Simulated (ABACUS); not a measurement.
The system is Ga2O3.

```
Ga O
1.0
     6.10700   -1.51855    0.00000
     6.10700    1.51855    0.00000
    -1.38599    0.00000    5.63001
Ga O
4 6
Direct
  0.34134 0.34134 0.68598
  0.65866 0.65866 0.31402
  0.90950 0.90950 0.20540
  0.09050 0.09050 0.79460
  0.50410 0.50410 0.74340
  0.49590 0.49590 0.25660
  0.82670 0.82670 0.43680
  0.17330 0.17330 0.56320
  0.83550 0.83550 0.89020
  0.16450 0.16450 0.10980
```

* Program: ABACUS 3.10.1
* Task: relaxation of cell and atoms
* Functional: PBE
* Potentials or basis: PseudoDojo NC SR 0.4.1 PBE standard
* Cutoff: 1361 eV
* Density cutoff: 5442 eV
* Basis: DZP LCAO (the cutoffs set its grid)
* k mesh: 6 × 6 × 4
* Occupations: fermi-dirac, width 0.05 eV
* Spin: no spin polarisation

At the start: pressure 12.4 GPa; volume 10.44 Å³/atom.

Q: Where does the relaxation end?

A: Over 15 steps the energy falls by 25.7 meV/atom and the volume is 11.08 Å³/atom (+6.1 %); space group C2/m (No. 12, to 0.05 Å).

The path:
```tsv
step	energy change (eV)	largest force (eV/Å)	pressure (GPa)	volume (Å³)
1	0.0000	0.4631	12.42	104.42
2	-0.0411	0.5273	-9.03	117.62
3	-0.2504	0.1760	-0.06	111.00
4	-0.2504	0.1760	-0.06	111.00
5	-0.2535	0.0857	-0.15	111.14
6	-0.2537	0.0583	-0.14	111.12
7	-0.2547	0.0630	0.01	111.00
8	-0.2548	0.0682	0.08	110.95
9	-0.2558	0.0481	0.00	110.94
10	-0.2561	0.0447	-0.07	110.94
11	-0.2565	0.0338	0.03	110.84
12	-0.2565	0.0299	0.02	110.85
13	-0.2567	0.0231	0.01	110.83
14	-0.2567	0.0286	0.00	110.82
15	-0.2569	0.0130	0.01	110.80
```

Final structure:
```xyz
10
Lattice="6.2338 -1.5482 0.0158 6.2338 1.5482 0.0158 -1.4002 0.0000 5.7364" Properties=species:S:1:pos:R:3 pbc="T T T"
Ga    3.2885    0.0000    3.9393
Ga    7.7788    0.0000    1.8287
Ga   11.0528    0.0000    1.1898
Ga    0.0145    0.0000    4.5782
O     5.2373    0.0000    4.2921
O     5.8300    0.0000    1.4759
O     9.6980    0.0000    2.5404
O     1.3693    0.0000    3.2276
O     9.1307    0.0000    5.1276
O     1.9366    0.0000    0.6404
```

Caveat: the atomic orbitals were generated for these runs and aren't a published set; the basis of atomic orbitals isn't converged, which shifts pressures, moduli and gaps.
